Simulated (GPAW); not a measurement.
The system is GaN.

```
Ga N
1.0
     3.18000    0.00000    0.00000
    -1.59000    2.75396    0.00000
     0.00000    0.00000    5.16600
Ga N
2 2
Cartesian
  1.5900 0.9180 2.5830
  0.0000 1.8360 0.0000
  1.5900 0.9180 4.5203
  0.0000 1.8360 1.9373
```

Program: GPAW 26.7.0. Alike in all runs: no spin polarisation; cell as given; smearing fermi-dirac 0.05 eV. Hardware: 1 thread of Arm Neoverse V2 (shared host).

**Question.** Order these runs on this cell by their wall time, lowest first.
A. task band structure; level LDA; potentials or basis PAW data sets generated in the run's folder for this functional, pw; k mesh 7 × 7 × 4; cutoff (eV) 800; maxiter 150; band path GMKGALHA,LM,KH; band points 80
B. task band structure; level PBE; potentials or basis GPAW PAW data sets (gpaw-data 1.2.1), lcao:dzp; k mesh 7 × 7 × 4; maxiter 150; band path GMKGALHA,LM,KH; band points 100; grid spacing 0.16 Å
C. task single point; level LDA; potentials or basis the program's PAW data sets (release 1.2.1) made for this functional, pw; k mesh 8 × 8 × 4; cutoff (eV) 600; maxiter 80

**Answer.** C (14 s), A (51 s), B (200 s).

Not every run made on this cell is shown here.
